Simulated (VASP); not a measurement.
# WSe2 (P6_3/mmc) in VASP: further runs

Runs on WSe2. Level: PBE. Tasks: relaxation of cell and atoms, relaxation of shape and atoms at fixed volume.

Everything below comes from runs of VASP 6.6.1. Logs are shortened: lines on timing, memory, paths and dates and some standing lists are left out, and cuts for length are marked.

## Step 1: The crystal as given

Symmetry: P6_3/mmc, No. 194, hexagonal system. Conventional cell: a = 3.315 Å, b = 3.315 Å, c = 14.647 Å, α = 90.00°, β = 90.00°, γ = 120.00°. W (site symmetry -6m2) has 6 Se at 2.54 Å as nearest neighbours. Se (site symmetry 3m) is surrounded by 3 W at 2.54 Å.

## Step 2: Relaxation of cell and atoms, PBE

The input, INCAR:

```
ALGO = Normal ; EDIFF = 1E-7
EDIFFG = -0.005 ; ENCUT = 300
GGA = PE ; IBRION = 2
ISIF = 3 ; ISMEAR = 0
KPAR = 2 ; LASPH = T
LCHARG = F ; LREAL = F
LWAVE = F ; NELM = 80
NSW = 90 ; PREC = Accurate
SIGMA = 0.03
```

The input, KPOINTS:

```
k-points
0
Gamma
  5 5 1
```

The input, POSCAR:

```
WSe2                                    
1.0
    3.3150469430      0.0000000000      0.0000000000
   -1.6575234715      2.8709148674     -0.0000000000
   -0.0000000000     -0.0000000000     14.6465593944
  W               Se            
     2     4
Direct
     0.3333333332999970    0.6666666667000030    0.2500000000000000
     0.6666666667000030    0.3333333332999970    0.7500000000000000
     0.3333333332999970    0.6666666667000030    0.6355330054209933
     0.6666666667000030    0.3333333332999970    0.1355330054209933
     0.3333333332999970    0.6666666667000030    0.8644669945790067
     0.6666666667000030    0.3333333332999970    0.3644669945790068
```

Potentials or basis: VASP PAW PBE potentials, release 64 (W, Se).

On the command line:

```bash
> cat potpaw_PBE.64/W/POTCAR potpaw_PBE.64/Se/POTCAR > POTCAR
> mpirun -np 2 vasp_std > vasp.out
```

OUTCAR:

```text
EDIFF = 1E-7
   EDIFFG = -0.005
   ENCUT = 300
   GGA = PE
   IBRION = 2
   ISIF = 3
   ISMEAR = 0
   LASPH = T
   LREAL = F
   NELM = 80
   NSW = 90
   PREC = Accurate

 ion  position               nearest neighbor table
   1  0.333  0.667  0.250-   4 2.54   6 2.54   4 2.54   6 2.54   4 2.54   6 2.54
   2  0.667  0.333  0.750-   3 2.54   5 2.54   3 2.54   5 2.54   3 2.54   5 2.54
   3  0.333  0.667  0.636-   2 2.54   2 2.54   2 2.54
   4  0.667  0.333  0.136-   1 2.54   1 2.54   1 2.54
   5  0.333  0.667  0.864-   2 2.54   2 2.54   2 2.54
   6  0.667  0.333  0.364-   1 2.54   1 2.54   1 2.54

  LATTYP: Found a hexagonal cell.
 ALAT       =     3.3150469430
 C/A-ratio  =     4.4182057287

  Lattice vectors:

 A1 = (   3.3150469430,   0.0000000000,   0.0000000000)
 A2 = (  -1.6575234715,   2.8709148674,   0.0000000000)
 A3 = (   0.0000000000,   0.0000000000,  14.6465593944)

Analysis of symmetry for initial positions (statically):
=====================================================================
 Subroutine PRICEL returns:
 Original cell was already a primitive cell.

 Routine SETGRP: Setting up the symmetry group for a
 hexagonal supercell.

 Subroutine GETGRP returns: Found 24 space group operations
 (whereof 12 operations were pure point group operations)
 out of a pool of 24 trial point group operations.

The static configuration has the point symmetry D_3d.
 The point group associated with its full space group is D_6h.

Analysis of symmetry for dynamics (positions and initial velocities):
=====================================================================
 Subroutine PRICEL returns:
 Original cell was already a primitive cell.

 Routine SETGRP: Setting up the symmetry group for a
 hexagonal supercell.

 Subroutine GETGRP returns: Found 24 space group operations
 (whereof 12 operations were pure point group operations)
 out of a pool of 24 trial point group operations.

The dynamic configuration has the point symmetry D_3d.
 The point group associated with its full space group is D_6h.

 Subroutine INISYM returns: Found 24 space group operations
 (whereof 12 operations are pure point group operations),
 and found     1 'primitive' translations

----------------------------------------------------------------------------------------

                                     Primitive cell

  volume of cell :     139.3945

  direct lattice vectors                    reciprocal lattice vectors
     3.315046943  0.000000000  0.000000000     0.301654854  0.174160511  0.000000000
[... 68 lines left out ...]
   ISPIN  =      1    spin polarized calculation?
   LNONCOLLINEAR =      F non collinear calculations
   LSORBIT =      F    spin-orbit coupling
   LASPH  =      T    aspherical Exc in radial PAW
   ENCUT  =  300.0 eV  22.05 Ry    4.70 a.u.   4.68  4.68 20.68*2*pi/ulx,y,z
   NELM   =     80;   NELMIN=  2; NELMDL= -5     # of ELM steps
   EDIFF  = 0.1E-06   stopping-criterion for ELM
   LREAL  =      F    real-space projection
   EDIFFG = -.5E-02   stopping-criterion for IOM
   NSW    =     90    number of steps for IOM
   IBRION =      2    ionic relax: 0-MD 1-quasi-New 2-CG
   NFREE  =      1    steps in history (QN), initial steepest desc. (CG)
   ISIF   =      3    stress and relaxation
   ISYM   =      2    0-nonsym 1-usesym 2-fastsym
   POTIM  = 0.5000    time-step for ionic-motion
   TEBEG  =    0.0;   TEEND  =   0.0 temperature during run
   PSTRESS=    0.0 pullay stress
   NELECT =      36.0000    total number of electrons
   NUPDOWN=      -1.0000    fix difference up-down
   EMIN   =  10.00;   EMAX   =-10.00  energy-range for DOS
   EFERMI =   0.00;   METHOD = LEGACY
   ISMEAR =     0;   SIGMA  =   0.03  broadening in eV -4-tet -1-fermi 0-gaus
   EFERMI_NEDOS =   21; number of points for ismear=-14 and -15
   IALGO  =     38    algorithm
   IMIX   =      4    mixing-type and parameters
     AMIX     =   0.40;   BMIX     =  1.00
     AMIX_MAG =   1.60;   BMIX_MAG =  1.00
  volume/ion in A,a.u.               =      23.23       156.78
  Fermi-wavevector in a.u.,A,eV,Ry     =   1.042543  1.970120 14.788104  1.086895
  Thomas-Fermi vector in A             =   2.177212
   LORBIT       =      0    0 simple, 1 ext, 2 COOP (PROOUT), +10 PAW based schemes
   GGA     = PE    functional components
   LHFCALC =     F    Hartree Fock is set to
   AEXX    =    0.0000 exact exchange contribution
   IVDW    =     0    specifies the selected vdW correction
   LEPSILON=     F    determine dielectric tensor
   LRPA    =     F    only Hartree local field effects (RPA)
 conjugate gradient relaxation of ions
 non-spin polarized calculation
 Gauss-broadening in eV      SIGMA  =   0.03
  energy-cutoff  :      300.00
  volume of cell :      139.39
 maximum number of plane-waves:      1653
 NGX is ok and might be reduce to    20
   NGX =  9   NGY =  9   NGZ = 41

--------------------------------------- Ionic step        1  -------------------------------------------

 number of electron      36.0000000 magnetization

 Free energy of the ion-electron system (eV)
  ---------------------------------------------------
  ext. energy  EPLUGINS =         0.00000000
  ---------------------------------------------------
  free energy    TOTEN  =       -43.32951492 eV

  energy without entropy =      -43.32951492  energy(sigma->0) =      -43.32951492

------------------------ aborting loop because EDIFF is reached ----------------------------------------

  FORCE on cell =-STRESS in cart. coord.  units (eV):
  Direction    XX          YY          ZZ          XY          YZ          ZX
  --------------------------------------------------------------------------------------
  -------------------------------------------------------------------------------------
  Total       -0.0010656     -0.0010656      0.0539048      0.0000000      0.0000000      0.0000000
  in kB       -0.0122475     -0.0122475      0.6195729      0.0000000      0.0000000      0.0000000
  external PRESSURE =       0.1983593 kB  Pullay stress =       0.0000000 kB
[... 67 lines left out ...]
--------------------------------------- Ionic step        3  -------------------------------------------

 number of electron      36.0000000 magnetization

 Free energy of the ion-electron system (eV)
  ---------------------------------------------------
  ext. energy  EPLUGINS =         0.00000000
  ---------------------------------------------------
  free energy    TOTEN  =       -43.32951949 eV

  energy without entropy =      -43.32951949  energy(sigma->0) =      -43.32951949

 E-fermi :   3.8727     XC(G=0):  -9.7058

 val. band max:        3.6913510744   @ k =   0.0000   0.0000   0.0000
 cond. band min:       5.2054079572   @ k =   0.2000   0.2000   0.0000
 fundamental gap:      1.5140568828
 Fermi energy:         3.8726534612

 k-point     1 :       0.0000    0.0000    0.0000
  band No.  band energies     occupation
      1     -11.0099      2.00000
      2     -10.9640      2.00000
      3      -9.8327      2.00000
      4      -9.7518      2.00000
      5      -2.5927      2.00000
      6      -2.2439      2.00000
[... 147 lines left out ...]
  FREE ENERGIE OF THE ION-ELECTRON SYSTEM (eV)
  ---------------------------------------------------
  free  energy   TOTEN  =       -43.3295194866 eV

  energy  without entropy=      -43.3295194866  energy(sigma->0) =      -43.32951949

 reached required accuracy - stopping structural energy minimisation
```

OSZICAR:

```text
N       E                     dE             d eps       ncg     rms          rms(c)
DAV:   1     0.140560698881E+03    0.14056E+03   -0.11270E+04   220   0.904E+02
DAV:   2    -0.339247046977E+02   -0.17449E+03   -0.17032E+03   300   0.210E+02
DAV:   3    -0.451829846191E+02   -0.11258E+02   -0.11212E+02   270   0.581E+01
[... 22 lines left out ...]
DAV:   1    -0.433295303768E+02   -0.17771E-04   -0.48508E-04   262   0.121E-01    0.244E-02
DAV:   2    -0.433295215902E+02    0.87867E-05   -0.25005E-05   280   0.272E-02    0.112E-02
DAV:   3    -0.433295193993E+02    0.21909E-05   -0.64450E-06   268   0.118E-02    0.510E-03
DAV:   4    -0.433295193916E+02    0.76902E-08   -0.11715E-06   290   0.467E-03    0.221E-03
DAV:   5    -0.433295194866E+02   -0.94970E-07   -0.99179E-08   170   0.170E-03
   3 F= -.43329519E+02 E0= -.43329519E+02  d E =-.456241E-05
```

CONTCAR:

```text
WSe2
   1.00000000000000
     3.3150353271343493    0.0000000000000000    0.0000000000000000
    -1.6575176635671747    2.8709048077652590   -0.0000000000000000
     0.0000000000000000    0.0000000000000000   14.6491556107142546
  W               Se
     2     4
Direct
     0.3333333332999970    0.6666666667000030    0.2500000000000000
     0.6666666667000030    0.3333333332999970    0.7500000000000000
     0.3333333332999970    0.6666666667000030    0.6355301918899666
     0.6666666667000030    0.3333333332999970    0.1355301918899666
     0.3333333332999970    0.6666666667000030    0.8644698081100334
     0.6666666667000030    0.3333333332999970    0.3644698081100334

  0.00000000E+00  0.00000000E+00  0.00000000E+00
  0.00000000E+00  0.00000000E+00  0.00000000E+00
  0.00000000E+00  0.00000000E+00  0.00000000E+00
  0.00000000E+00  0.00000000E+00  0.00000000E+00
  0.00000000E+00  0.00000000E+00  0.00000000E+00
  0.00000000E+00  0.00000000E+00  0.00000000E+00
```

Run time: 11 s. Hardware: 2 MPI ranks of Intel Xeon 6975P-C (Granite Rapids), shared host; peak memory 0.16 GiB.

What came out:

* Free energy: -43.3295 eV
* Relaxed volume: 23.24 Å³/atom
* Relaxed cell: a = 3.315 Å, b = 3.315 Å, c = 14.649 Å, α = 90.00°, β = 90.00°, γ = 120.00°
* Space group after relaxing (to 0.05 Å): P6_3/mmc (No. 194)
* Energy gained by relaxing: 0.0 meV/atom
* Ionic steps: 3
* Pressure after relaxing: 0.0 GPa
* Largest force after relaxing: 0.004 eV/Å
* Band gap on the k mesh: 1.51 eV, indirect (least direct gap 2.21 eV)

Forces on the atoms (eV/Å):
```
W    0.000  0.000  0.000
W    0.000  0.000  0.000
Se   0.000  0.000  0.004
Se   0.000  0.000  0.004
Se   0.000  0.000 -0.004
Se   0.000  0.000 -0.004
```

Final structure:
```
W Se
1.0
     3.31504    0.00000    0.00000
    -1.65752    2.87090    0.00000
     0.00000    0.00000   14.64916
W Se
2 4
Direct
  0.33333 0.66667 0.25000
  0.66667 0.33333 0.75000
  0.33333 0.66667 0.63553
  0.66667 0.33333 0.13553
  0.33333 0.66667 0.86447
  0.66667 0.33333 0.36447
```

Caveat: the k mesh is coarse (spacing up to 0.44 Å⁻¹), so the values aren't converged; spin-orbit coupling is left out, which moves the levels of the heavy elements; an odd mesh through Γ misses points on the zone boundary, where band edges often lie; this functional lacks dispersion, which binds the layers, so the pressure and a relaxed spacing across them are unreliable.

## Step 3: Relaxation of shape and atoms at fixed volume, PBE (a relaxed cell with its volume scaled by 0.94)

The input, INCAR:

```
ALGO = Fast ; EDIFF = 1E-7
EDIFFG = -0.01 ; ENCUT = 300
GGA = PE ; IBRION = 2
ISIF = 4 ; ISMEAR = 0
KPAR = 2 ; LASPH = T
LCHARG = F ; LREAL = F
LWAVE = F ; NELM = 80
NSW = 40 ; PREC = Accurate
SIGMA = 0.03
```

KPOINTS is that of step 2.

The input, POSCAR:

```
WSe2                                    
1.0
    3.2473625564      0.0000000000      0.0000000000
   -1.6236812782      2.8122984691     -0.0000000000
    0.0000000000      0.0000000000     14.3501093407
  W               Se            
     2     4
Direct
     0.3333333332999970    0.6666666667000030    0.2500000000000000
     0.6666666667000030    0.3333333332999970    0.7500000000000000
     0.3333333332999970    0.6666666667000030    0.6355301918899666
     0.6666666667000030    0.3333333332999970    0.1355301918899666
     0.3333333332999970    0.6666666667000030    0.8644698081100334
     0.6666666667000030    0.3333333332999970    0.3644698081100334
```

Potentials or basis: VASP PAW PBE potentials, release 64 (W, Se).

On the command line:

```bash
> cat potpaw_PBE.64/W/POTCAR potpaw_PBE.64/Se/POTCAR > POTCAR
> mpirun -np 2 vasp_std > vasp.out
```

It took 34 s on 2 MPI ranks of Intel Xeon 6975P-C (Granite Rapids), shared host; peak memory 0.15 GiB.

It converged, with:

```
Free energy               : -43.3016 eV
Energy gained by relaxing : 32.0 meV/atom
Ionic steps               : 8
Pressure after relaxing   : 0.7 GPa
Band gap on the k mesh    : 1.29 eV, indirect (least direct gap 2.10 eV)
```

Stress tensor (GPa, compression positive):
```
0.67 0.00 0.00
0.00 0.67 0.00
0.00 0.00 0.76
```

Step by step:
```csv
step,energy change (eV),largest force (eV/Å),pressure (GPa)
1,0.0000,1.1343,8.51
2,-0.1116,0.0134,3.44
3,-0.1127,0.0864,3.87
4,-0.1665,0.0738,2.60
5,-0.1919,0.0586,1.02
6,-0.1919,0.0579,0.97
7,-0.1920,0.0431,0.51
8,-0.1922,0.0014,0.70
```

Final structure:
```
CELL_PARAMETERS angstrom
3.30676 0.00000 0.00000
-1.65338 2.86374 0.00000
0.00000 0.00000 13.83919
ATOMIC_POSITIONS crystal
W 0.33333 0.66667 0.25000
W 0.66667 0.33333 0.75000
Se 0.33333 0.66667 0.62874
Se 0.66667 0.33333 0.12874
Se 0.33333 0.66667 0.87126
Se 0.66667 0.33333 0.37126
```

Levels at points of the mesh, in eV from the valence-band top:
| k point | band 15 | band 16 | band 17 | band 18 | band 19 | band 20 | band 21 | band 22 |
| --- | --- | --- | --- | --- | --- | --- | --- | --- |
| (0.00, 0.00, 0.00) | -1.31 | -1.31 | -0.81 | 0.00 | 2.83 | 2.83 | 2.85 | 2.85 |

Caveat: the k mesh is coarse (spacing up to 0.45 Å⁻¹), so the values aren't converged; spin-orbit coupling is left out, which moves the levels of the heavy elements; an odd mesh through Γ misses points on the zone boundary, where band edges often lie; this functional lacks dispersion, which binds the layers, so the pressure and a relaxed spacing across them are unreliable.
